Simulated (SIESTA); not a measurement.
Crystal: C.

```xyz
12
Lattice="2.5221 0.0000 0.0000 -1.2611 2.1842 0.0000 0.0000 0.0000 12.3557" Properties=species:S:1:pos:R:3 pbc="T T T"
C     1.2611    0.7281    4.3760
C     0.0000    1.4561   10.5539
C     1.2611    0.7281    1.8018
C     0.0000    1.4561    7.9797
C     1.2611    0.7281    5.9205
C     0.0000    1.4561   12.0983
C     1.2611    0.7281    0.2574
C     0.0000    1.4561    6.4352
C     0.0000    0.0000   10.0390
C     0.0000    0.0000    3.8612
C     0.0000    0.0000    8.4945
C     0.0000    0.0000    2.3167
```

This is a hexagonal form of diamond, not graphite.

Base run:

```yaml
Program: SIESTA 5.4.2
Functional: vdW-DF-cx
Potentials_or_basis: PseudoDojo 0.4 standard (PBE files)
Basis: DZP (energy shift 0.002 Ry)
Grid_cutoff: 500 Ry
Energy_shift: 0.002 Ry
k_mesh: 12 × 12 × 3
Occupations: fermi-dirac, width 0.05 eV
Spin: no spin polarisation
```

Its results: band gap on the k mesh 4.47 eV, indirect (least direct gap 5.36 eV); pressure 8.1 GPa; largest force 0.335 eV/Å.

Question: The run is repeated on the same cell with these changes: functional from vdW-DF-cx to BLYP. What comes out?

Answer: Band gap on the k mesh 4.76 eV, indirect (least direct gap 5.52 eV); pressure 24.7 GPa; largest force 0.332 eV/Å.

Caveats: the potentials were made for another functional, which shifts forces and pressure; the basis of atomic orbitals isn't converged, which shifts pressures, moduli and gaps; so large a pressure means that the cell lies far from this level's equilibrium, or that cutoff or potentials fall short (some runs).

Not every run made on this cell is shown here.
